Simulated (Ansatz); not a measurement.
Runs of Ansatz 0.2.0 on Sb. Symmetry: Pm-3m, No. 221, cubic system. Conventional cell: a = 3.160 Å, b = 3.160 Å, c = 3.160 Å, α = 90.00°, β = 90.00°, γ = 90.00°. Around Sb (site symmetry m-3m) lie 6 Sb at 3.16 Å. This isn't the form of Sb at room conditions, which is rhombohedral.

| task | level | spin | cell | k mesh | smearing | other keys | mesh quality | gap on the mesh (eV) | pressure (GPa) | moment (μB) |
| --- | --- | --- | --- | --- | --- | --- | --- | --- | --- | --- |
| single point | BLYP | off | as given | 8 × 8 × 8 | fermi-dirac 0.15 eV | - | not flagged | none | 1.1 | - |
| projected density of states | exchange-only PBE | collinear, ferromagnetic start | as given | 8 × 8 × 8 | fermi-dirac 0.05 eV | scf.mixing.preconditioner = ldos | not flagged | none | 6.6 | 0.00 |
| relaxation of cell and atoms | m-r2SCAN | collinear, ferromagnetic start | relaxed from: volume scaled by 0.88 | 8 × 8 × 8 | fermi-dirac 0.05 eV | - | not flagged | - | 0.0 | 0.00 |
| density of states | B3LYP+D3(BJ)-ATM | off | volume scaled by 1.04 | 5 × 5 × 5 | cold 0.05 eV | - | coarse | none | (a) | - |

Alike in all rows: potentials or basis SG15 NC; cutoff (eV) 816.

Question: Estimate the missing entries.

Answer: (a) -8.5.

Caveats: some runs use coarse meshes; the potentials were made for another functional, which shifts forces and pressure; the starting moments weren't kept (some runs); the plane-wave basis is chosen anew once the cell has moved, so the energies of steps on either side of that aren't comparable (some runs); pairwise dispersion overbinds metals, which lowers pressure and volume (some runs); the thresholds are loose for stress (some runs).

A k mesh can miss the band edges, and the runs leave out spin-orbit coupling on Sb.

A gap of «none» marks a metal or a gap under the smearing width.

Runs at the PBE level aren't shown here.
